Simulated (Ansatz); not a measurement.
## The bulk modulus of PbS, sorted by core time

It takes space group Fm-3m (No. 225, cubic). The conventional cell has a = 5.931 Å, b = 5.931 Å, c = 5.931 Å, α = 90.00°, β = 90.00°, γ = 90.00°. Around Pb (site symmetry m-3m) lie 6 S at 2.97 Å. S (site symmetry m-3m) is surrounded by 6 Pb at 2.97 Å.

| rung | level | program and potentials | cutoff (eV) | k mesh | smearing | spin | core time | chip | bulk modulus (GPa) | notes |
| --- | --- | --- | --- | --- | --- | --- | --- | --- | --- | --- |
| GGA | PBE | Ansatz, Ansatz PAW polarizable | 420 | 8 × 8 × 8 | fermi-dirac 0.05 | off | 9.1 s | Arm Neoverse V2 | 53.0 | - |
| GGA | PBEsol | Ansatz, PseudoDojo PBEsol | 850 | 8 × 8 × 8 | fermi-dirac 0.05 | off | 20 s | Arm Neoverse V2 | 59.3 | - |
| GGA | PBE | Ansatz, Ansatz PAW accurate | 700 | 8 × 8 × 8 | fermi-dirac 0.05 | off | 31 s | Arm Neoverse V1 | 53.0 | - |
| GGA | PBE | Ansatz, Ansatz PAW | 420 | 8 × 8 × 8 | fermi-dirac 0.05 | SOC, no magnetisation | 34 s | INTEL XEON PLATINUM 8581C Emerald Rapids | 50.5 | - |
| meta-GGA + dispersion | r2SCAN+rVV10 | Ansatz, Ansatz PAW | 500 | 8 × 8 × 8 | fermi-dirac 0.05 | off | 36 s | INTEL XEON PLATINUM 8581C Emerald Rapids | 60.6 | potentials made for PBE, which Ansatz adapts in part |
| hybrid | HSEsol | Ansatz, Ansatz PAW | 420 | 4 × 4 × 4 | fermi-dirac 0.05 | off | 92 s | Arm Neoverse V2 | 62.5 | coarse mesh; potentials made for PBE, which Ansatz adapts in part |
| hybrid | CAM-B3LYP | Ansatz, Ansatz PAW | 420 | 4 × 4 × 4 | fermi-dirac 0.05 | off | 1.8 min | Arm Neoverse V2 | 57.1 | coarse mesh; potentials made for PBE, which Ansatz adapts in part |
| hybrid | HISS | Ansatz, Ansatz PAW | 420 | 4 × 4 × 4 | fermi-dirac 0.05 | off | 2.1 min | Arm Neoverse V2 | 61.3 | coarse mesh; potentials made for PBE, which Ansatz adapts in part |

Times are single runs on shared hosts and different chips, so they are rough; meshes, cutoffs and the tasks' sizes weigh on the time. Task: equation of state. Smearing widths are in eV. The cell comes from a database and isn't always the measured one. Meshes differ between rows, which moves values too. Meshes are those of the run's cell of 2 atoms unless a note names another. Runs on faulty files, with rough fits or with known faults for this quantity aren't shown.

By rung: GGA 50.5 to 59.3; meta-GGA + dispersion 60.6; hybrid on coarse meshes 57.1 to 62.5 (GPa).
